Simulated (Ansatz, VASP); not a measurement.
**Ge: VASP beside Ansatz**

```
CELL_PARAMETERS angstrom
0.00000 2.82891 2.82891
2.82891 0.00000 2.82891
2.82891 2.82891 0.00000
ATOMIC_POSITIONS crystal
Ge 0.75000 0.75000 0.75000
Ge 0.50000 0.50000 0.50000
```

Alike in both runs: task single point; functional PBE; k mesh 8 × 8 × 8; occupations gaussian, width 0.012 eV; no spin polarisation.

```csv
,VASP,Ansatz
version,VASP 6.6.1,Ansatz 0.2.0
potentials or method,"VASP PAW PBE potentials, release 64 (Ge_d)",Ansatz PAW
plane-wave cutoff (eV),520,420
valence electrons in the cell,28,28
```

Ansatz gave:

- gap on the k mesh at the Fermi level (eV): 0.03
- least direct gap on the mesh (eV): 0.03
- pressure (GPa): 3.6

Which values does VASP return?

gap on the k mesh at the Fermi level (eV): 0.03; least direct gap on the mesh (eV): 0.03; pressure (GPa): 3.5.

A k mesh can miss the band edges. A hybrid or GW would open this gap; PBE tends to underestimate it.
